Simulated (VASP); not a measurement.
# NbP (I4_1md) in VASP: further runs, part 2 of 2

VASP 6.6.1. The steps go on from the part before.

## 4. Single point, PBE

INCAR reads:

```
SYSTEM = NbP
PREC = Accurate
ENCUT = 700
EDIFF = 1E-7
ISMEAR = 0
SIGMA = 0.1
LREAL = .False.
LASPH = .True.
NELM = 80
ALGO = Normal
ISIF = 2
LWAVE = .False.
LCHARG = .False.
GGA = PE
NBANDS = 26
```

KPOINTS reads:

```
Automatic mesh
0
Gamma
  12 12 12
  0 0 0
```

POSCAR reads:

```
NbP
1.0
   -1.6749232500      1.6749232500      5.7401081800
    1.6749232500     -1.6749232500      5.7401081800
    1.6749232500      1.6749232500     -5.7401081800
Nb P
2 2
Direct
    0.7498808000      0.7498808000      0.0000000000
    0.4998808000      0.9998808000      0.5000000000
    0.3327477700      0.3327477700      0.0000000000
    0.0827477800      0.5827477800      0.5000000000
```

Potentials or basis: VASP PAW PBE potentials, release 64 (Nb_sv, P).

The run is started by

```sh
> cat potpaw_PBE.64/Nb_sv/POTCAR potpaw_PBE.64/P/POTCAR > POTCAR
> mpirun -np 1 vasp_std > vasp.out
```

OUTCAR:

```text
SYSTEM = NbP
   PREC = Accurate
   ENCUT = 700
   EDIFF = 1E-7
   ISMEAR = 0
   LREAL = .False.
   LASPH = .True.
   NELM = 80
   ISIF = 2
   GGA = PE

 ion  position               nearest neighbor table
   1  0.750  0.750  0.000-   4 2.55   4 2.55   3 2.55   3 2.55   3 2.55   3 2.55
   2  0.500  1.000  0.500-   3 2.55   3 2.55   4 2.55   4 2.55   4 2.55   4 2.55
   3  0.333  0.333  0.000-   2 2.55   2 2.55   1 2.55   1 2.55   1 2.55   1 2.55
   4  0.083  0.583  0.500-   1 2.55   1 2.55   2 2.55   2 2.55   2 2.55   2 2.55

  LATTYP: Found a body centered tetragonal cell.
 ALAT       =     3.3498465000
 C/A-ratio  =     3.4270872889

  Lattice vectors:

 A1 = (  -1.6749232500,   1.6749232500,   5.7401081800)
 A2 = (   1.6749232500,  -1.6749232500,   5.7401081800)
 A3 = (   1.6749232500,   1.6749232500,  -5.7401081800)

Analysis of symmetry for initial positions (statically):
=====================================================================
 Subroutine PRICEL returns:
 Original cell was already a primitive cell.

 Routine SETGRP: Setting up the symmetry group for a
 body centered tetragonal supercell.

 Subroutine GETGRP returns: Found  8 space group operations
 (whereof  4 operations were pure point group operations)
 out of a pool of 16 trial point group operations.

The static configuration has the point symmetry C_2v.
 The point group associated with its full space group is C_4v.

Analysis of symmetry for dynamics (positions and initial velocities):
=====================================================================
 Subroutine PRICEL returns:
 Original cell was already a primitive cell.

 Routine SETGRP: Setting up the symmetry group for a
 body centered tetragonal supercell.

 Subroutine GETGRP returns: Found  8 space group operations
 (whereof  4 operations were pure point group operations)
 out of a pool of 16 trial point group operations.

The dynamic configuration has the point symmetry C_2v.
 The point group associated with its full space group is C_4v.

 Subroutine INISYM returns: Found  8 space group operations
 (whereof  4 operations are pure point group operations),
 and found     1 'primitive' translations

----------------------------------------------------------------------------------------

                                     Primitive cell

  volume of cell :      64.4125

  direct lattice vectors                    reciprocal lattice vectors
    -1.674923250  1.674923250  5.740108180     0.000000000  0.298521141  0.087106372
     1.674923250 -1.674923250  5.740108180     0.298521141  0.000000000  0.087106372
     1.674923250  1.674923250 -5.740108180     0.298521141  0.298521141  0.000000000

  length of vectors
     6.209635875  6.209635875  6.209635875     0.310970082  0.310970082  0.422172647

  position of ions in fractional coordinates (direct lattice)
     0.749880800  0.749880800  0.000000000
     0.499880800  0.999880800  0.500000000
     0.332747770  0.332747770  0.000000000
     0.082747780  0.582747780  0.500000000

  ion indices of the primitive-cell ions
   primitive index   ion index
                 1           1
                 2           2
                 3           3
[... 25 lines left out ...]

 Found    163 irreducible k-points:

 Following reciprocal coordinates:
            Coordinates               Weight
  0.000000  0.000000  0.000000      1.000000
  0.083333  0.000000  0.000000      8.000000
  0.166667  0.000000 -0.000000      8.000000
  0.250000  0.000000 -0.000000      8.000000
  0.333333  0.000000 -0.000000      8.000000
  0.416667  0.000000 -0.000000      8.000000
[... 16 lines left out ...]
  0.500000  0.166667 -0.000000     16.000000
 -0.416667  0.166667  0.000000     16.000000
 [... further k-points ...]
   k-points           NKPTS =    163   k-points in BZ     NKDIM =    163   number of bands    NBANDS=     26
   number of dos      NEDOS =    301   number of ions     NIONS =      4
   total plane-waves  NPLWV = 157464
   dimension x,y,z NGX =    54 NGY =   54 NGZ =   54
   dimension x,y,z NGXF=   108 NGYF=  108 NGZF=  108
   ions per type =               2   2
   NGX,Y,Z   is equivalent  to a cutoff of  14.46, 14.46, 14.46 a.u.
   NGXF,Y,Z  is equivalent  to a cutoff of  28.91, 28.91, 28.91 a.u.
 SYSTEM =  NbP
   PREC   = accura    normal or accurate (medium, high low for compatibility)
   ISTART =      0    job   : 0-new  1-cont  2-samecut
   ICHARG =      2    charge: 1-file 2-atom 10-const
   ISPIN  =      1    spin polarized calculation?
   LNONCOLLINEAR =      F non collinear calculations
   LSORBIT =      F    spin-orbit coupling
   LASPH  =      T    aspherical Exc in radial PAW
   ENCUT  =  700.0 eV  51.45 Ry    7.17 a.u.  13.40 13.40 13.40*2*pi/ulx,y,z
   NELM   =     80;   NELMIN=  2; NELMDL= -5     # of ELM steps
   EDIFF  = 0.1E-06   stopping-criterion for ELM
   LREAL  =      F    real-space projection
   EDIFFG = 0.1E-05   stopping-criterion for IOM
   NSW    =      0    number of steps for IOM
   IBRION =     -1    ionic relax: 0-MD 1-quasi-New 2-CG
   NFREE  =      0    steps in history (QN), initial steepest desc. (CG)
   ISIF   =      2    stress and relaxation
   ISYM   =      2    0-nonsym 1-usesym 2-fastsym
   POTIM  = 0.5000    time-step for ionic-motion
   TEBEG  =    0.0;   TEEND  =   0.0 temperature during run
   PSTRESS=    0.0 pullay stress
   NELECT =      36.0000    total number of electrons
   NUPDOWN=      -1.0000    fix difference up-down
   EMIN   =  10.00;   EMAX   =-10.00  energy-range for DOS
   EFERMI =   0.00;   METHOD = LEGACY
   ISMEAR =     0;   SIGMA  =   0.10  broadening in eV -4-tet -1-fermi 0-gaus
   EFERMI_NEDOS =   21; number of points for ismear=-14 and -15
   IALGO  =     38    algorithm
   IMIX   =      4    mixing-type and parameters
     AMIX     =   0.40;   BMIX     =  1.00
     AMIX_MAG =   1.60;   BMIX_MAG =  1.00
  volume/ion in A,a.u.               =      16.10       108.67
  Fermi-wavevector in a.u.,A,eV,Ry     =   1.348504  2.548304 24.741706  1.818464
  Thomas-Fermi vector in A             =   2.476168
   LORBIT       =      0    0 simple, 1 ext, 2 COOP (PROOUT), +10 PAW based schemes
   GGA     = PE    functional components
   LHFCALC =     F    Hartree Fock is set to
   AEXX    =    0.0000 exact exchange contribution
   IVDW    =     0    specifies the selected vdW correction
   LEPSILON=     F    determine dielectric tensor
   LRPA    =     F    only Hartree local field effects (RPA)
 non-spin polarized calculation
 Gauss-broadening in eV      SIGMA  =   0.10
  energy-cutoff  :      700.00
  volume of cell :       64.41
 maximum number of plane-waves:      2732
 NGX is ok and might be reduce to    54
   NGX = 27   NGY = 27   NGZ = 27

 number of electron      36.0000000 magnetization

 Free energy of the ion-electron system (eV)
  ---------------------------------------------------
  ext. energy  EPLUGINS =         0.00000000
  ---------------------------------------------------
  free energy    TOTEN  =       -35.31653494 eV

  energy without entropy =      -35.31323800  energy(sigma->0) =      -35.31488647

 E-fermi :  10.5540     XC(G=0): -11.9883

 val. band max:       10.5455216406   @ k =  -0.1667   0.3333   0.1667
 cond. band min:      10.5580446931   @ k =  -0.0833   0.5000   0.0833
 fundamental gap:      0.0125230525
 Fermi energy:        10.5540118752

 k-point     1 :       0.0000    0.0000    0.0000
  band No.  band energies     occupation
      1     -44.3930      2.00000
      2     -44.3562      2.00000
      3     -20.6516      2.00000
      4     -20.4537      2.00000
      5     -20.4537      2.00000
      6     -20.3118      2.00000
[... 685 lines left out ...]
     25      14.9900      0.00000
     26      16.8420      0.00000

 [... further k-points ...]

------------------------ aborting loop because EDIFF is reached ----------------------------------------

  FORCE on cell =-STRESS in cart. coord.  units (eV):
  Direction    XX          YY          ZZ          XY          YZ          ZX
  --------------------------------------------------------------------------------------
  -------------------------------------------------------------------------------------
  Total       -0.5332594     -0.5332594     -0.6424237      0.0000000      0.0000000      0.0000000
  in kB      -13.2641424    -13.2641424    -15.9794644      0.0000000      0.0000000      0.0000000
  external PRESSURE =     -14.1692497 kB  Pullay stress =       0.0000000 kB

 VOLUME and BASIS-vectors are now :
 -----------------------------------------------------------------------------
  energy-cutoff  :      700.00
  volume of cell :       64.41
      direct lattice vectors                 reciprocal lattice vectors
    -1.674923250  1.674923250  5.740108180     0.000000000  0.298521141  0.087106372
     1.674923250 -1.674923250  5.740108180     0.298521141  0.000000000  0.087106372
     1.674923250  1.674923250 -5.740108180     0.298521141  0.298521141  0.000000000

 POSITION                                       TOTAL-FORCE (eV/Angst)
 -----------------------------------------------------------------------------------
      0.00000      0.00000      8.60879        -0.000000      0.000000      0.014606
      1.67492      0.00000      5.73874         0.000000     -0.000000      0.014606
      0.00000      0.00000      3.82002        -0.000000      0.000000     -0.014606
      1.67492      0.00000      0.94996         0.000000     -0.000000     -0.014606
 -----------------------------------------------------------------------------------
    total drift:                                0.000000      0.000000      0.000166

  FREE ENERGIE OF THE ION-ELECTRON SYSTEM (eV)
  ---------------------------------------------------
  free  energy   TOTEN  =       -35.3165349406 eV

  energy  without entropy=      -35.3132379988  energy(sigma->0) =      -35.31488647
```

OSZICAR:

```text
N       E                     dE             d eps       ncg     rms          rms(c)
DAV:   1     0.423346893277E+03    0.42335E+03   -0.22182E+04  8476   0.173E+03
DAV:   2     0.240863802185E+00   -0.42311E+03   -0.41070E+03  9390   0.569E+02
DAV:   3    -0.351294549499E+02   -0.35370E+02   -0.34325E+02 15198   0.125E+02
DAV:   4    -0.376109736751E+02   -0.24815E+01   -0.24648E+01 13248   0.268E+01
DAV:   5    -0.377020286302E+02   -0.91055E-01   -0.90949E-01 14806   0.542E+00    0.127E+01
DAV:   6    -0.352984511877E+02    0.24036E+01   -0.84327E+00 13056   0.204E+01    0.469E+00
DAV:   7    -0.353177446034E+02   -0.19293E-01   -0.68149E-01 13030   0.457E+00    0.304E+00
DAV:   8    -0.353158601496E+02    0.18845E-02   -0.79004E-02 12866   0.192E+00    0.461E-01
DAV:   9    -0.353161445841E+02   -0.28443E-03   -0.82463E-03 14130   0.570E-01    0.327E-01
DAV:  10    -0.353165630587E+02   -0.41847E-03   -0.20153E-03 10292   0.418E-01    0.630E-02
DAV:  11    -0.353165399382E+02    0.23121E-04   -0.13104E-04 13212   0.995E-02    0.253E-02
DAV:  12    -0.353165375248E+02    0.24134E-05   -0.60103E-06 13130   0.216E-02    0.104E-02
DAV:  13    -0.353165350389E+02    0.24859E-05   -0.17907E-06 12514   0.128E-02    0.247E-03
DAV:  14    -0.353165349406E+02    0.98364E-07   -0.91697E-08  7146   0.312E-03
   1 F= -.35316535E+02 E0= -.35314886E+02  d E =-.329694E-02
```

stdout:

```text
POSCAR found type information on POSCAR NbP
 POSCAR found :  2 types and       4 ions
 scaLAPACK will be used
 LDA part: xc-table for (Slater+PW92), standard interpolation
 POSCAR, INCAR and KPOINTS ok, starting setup
 FFT: planning ... GRIDC
 FFT: planning ... GRID_SOFT
 FFT: planning ... GRID
 WAVECAR not read
 entering main loop
```

Run time: 20 min. Hardware: 1 thread of Intel Xeon Platinum 8259CL at 2.50GHz (Skylake/Cascade Lake), shared host; peak memory 0.61 GiB.

What came out:

```
Free energy            : -35.3165 eV
Pressure               : -1.4 GPa
Largest force          : 0.015 eV/Å
Band gap on the k mesh : none (metal or under the smearing width)
```

Forces in eV/Å, atoms in the order of the input:
```
Nb   0.000  0.000  0.015
Nb   0.000  0.000  0.015
P    0.000  0.000 -0.015
P    0.000  0.000 -0.015
```

## 5. Overview

```csv
cutoff (eV),gap on the mesh (eV),pressure (GPa),largest force (eV/Å)
520,none,-1.5,0.01
600,none,-1.4,0.01
700,none,-1.4,0.01
```

Alike in all rows: task single point; level PBE; potentials or basis VASP PAW PBE potentials, release 64 (Nb_sv, P); no spin polarisation; cell as given; k mesh 12 × 12 × 12; smearing gaussian 0.1 eV.

Every run on the cell as given and a fine mesh finds a metal.

Total energies depend on the potentials used, so only differences within one code and one set of settings carry meaning.
